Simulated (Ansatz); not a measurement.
MgO built on the rocksalt prototype, relaxed with r2SCAN in the PAW code Ansatz. Space group Fm-3m (No. 225), cubic; a = 4.204 Å in the conventional setting, 9.29 Å³ an atom. Mg is surrounded by 6 O at 2.10 Å; O is surrounded by 6 Mg at 2.10 Å.

The axes x, y and z are those of this cell:
```yaml
crystal:
  lattice:
    - [0.00000, 2.10217, 2.10217]
    - [2.10217, 0.00000, 2.10217]
    - [2.10217, 2.10217, 0.00000]
  atoms:
    - { symbol: Mg, position: [0.00000, 0.00000, 0.00000] }
    - { symbol: O, position: [0.50000, 0.50000, 0.50000] }
```

Unstrained: The PBE gap is direct at Γ: 4.797 eV. r2SCAN gives a direct gap of 5.685 eV at Γ. The HSE06 gap is direct at Γ: 6.541 eV. Meshes: PBE 10×10×10, r2SCAN 10×10×10, HSE06 8×8×8. Strains are changes of length per length. After each strain the atoms were relaxed again with r2SCAN within the symmetry that the strain leaves, so tilts or polar shifts that break it weren't tested; points keep the names that they have in the unstrained zone. The values are computed, spin-unpolarised, and not measurements.

**Question.** Estimate what epitaxial +4.0 % in the xy plane, free normal strain -2.19 % does to the gap.

**Answer.** PBE: the gap goes from 4.797 to 4.201 eV (-0.596 eV); with r2SCAN the top three valence levels at Γ, degenerate before, become 2+1 from the top over 157 meV. r2SCAN: the gap goes from 5.685 to 5.061 eV (-0.624 eV). HSE06: the gap goes from 6.541 to 5.875 eV (-0.666 eV). The r2SCAN energy rises by 27.6 meV an atom.

**Question.** For epitaxial +3.0 % in the xy plane, how far does the free direction move, and what happens to the gap?

**Answer.** The normal strain at zero normal stress is -1.69 %, 0.56 of the in-plane strain with the sign turned. PBE: the gap goes from 4.797 to 4.349 eV (-0.448 eV); with r2SCAN the top three valence levels at Γ, degenerate before, become 2+1 from the top over 115 meV. r2SCAN: the gap goes from 5.685 to 5.217 eV (-0.468 eV). HSE06: the gap goes from 6.541 to 6.041 eV (-0.500 eV).

**Question.** For epitaxial +1.0 % in the xy plane, how far does the free direction move, and what happens to the gap?

**Answer.** The normal strain at zero normal stress is -0.59 %, 0.59 of the in-plane strain with the sign turned. PBE: the gap goes from 4.797 to 4.648 eV (-0.149 eV); with r2SCAN the top three valence levels at Γ, degenerate before, become 2+1 from the top over 36 meV. r2SCAN: the gap goes from 5.685 to 5.530 eV (-0.155 eV). HSE06: the gap goes from 6.541 to 6.375 eV (-0.166 eV).

**Question.** For epitaxial -2.0 % in the xy plane, how far does the free direction move, and what happens to the gap?

**Answer.** The normal strain at zero normal stress is +1.29 %, 0.65 of the in-plane strain with the sign turned. PBE: the gap goes from 4.797 to 5.022 eV (+0.225 eV); with r2SCAN the top three valence levels at Γ, degenerate before, become 1+2 from the top over 62 meV. r2SCAN: the gap goes from 5.685 to 5.920 eV (+0.235 eV). HSE06: the gap goes from 6.541 to 6.775 eV (+0.234 eV).

**Question.** Estimate what epitaxial +2.0 % in the xy plane, free normal strain -1.15 % does to the gap.

**Answer.** PBE: the gap goes from 4.797 to 4.499 eV (-0.298 eV); with r2SCAN the top three valence levels at Γ, degenerate before, become 2+1 from the top over 74 meV. r2SCAN: the gap goes from 5.685 to 5.374 eV (-0.311 eV). HSE06: the gap goes from 6.541 to 6.208 eV (-0.333 eV). The r2SCAN energy rises by 7.4 meV an atom.

**Question.** Apply epitaxial -3.0 % in the xy plane, free normal strain +1.99 %. How far does the gap move, against the unstrained cell?

**Answer.** PBE: the gap goes from 4.797 to 5.133 eV (+0.336 eV); with r2SCAN the top three valence levels at Γ, degenerate before, become 1+2 from the top over 86 meV. r2SCAN: the gap goes from 5.685 to 6.035 eV (+0.350 eV). HSE06: the gap goes from 6.541 to 6.890 eV (+0.349 eV). The r2SCAN energy rises by 20.5 meV an atom.

**Question.** Estimate what epitaxial -1.0 % in the xy plane, free normal strain +0.63 % does to the gap.

**Answer.** PBE: the gap goes from 4.797 to 4.909 eV (+0.112 eV); with r2SCAN the top three valence levels at Γ, degenerate before, become 1+2 from the top over 33 meV. r2SCAN: the gap goes from 5.685 to 5.803 eV (+0.118 eV). HSE06: the gap goes from 6.541 to 6.659 eV (+0.118 eV). The r2SCAN energy rises by 2.1 meV an atom.

**Question.** Estimate what epitaxial -4.0 % in the xy plane, free normal strain +2.74 % does to the gap.

**Answer.** PBE: the gap goes from 4.797 to 5.241 eV (+0.444 eV); with r2SCAN the top three valence levels at Γ, degenerate before, become 1+2 from the top over 104 meV. r2SCAN: the gap goes from 5.685 to 6.147 eV (+0.462 eV). HSE06: the gap goes from 6.541 to 7.001 eV (+0.460 eV). The r2SCAN energy rises by 38.0 meV an atom.

The meshes of the hybrids are coarse, so their gaps aren't converged to the digits shown.

The splittings at Γ are without spin-orbit coupling, which regroups them where it is of like size or larger.
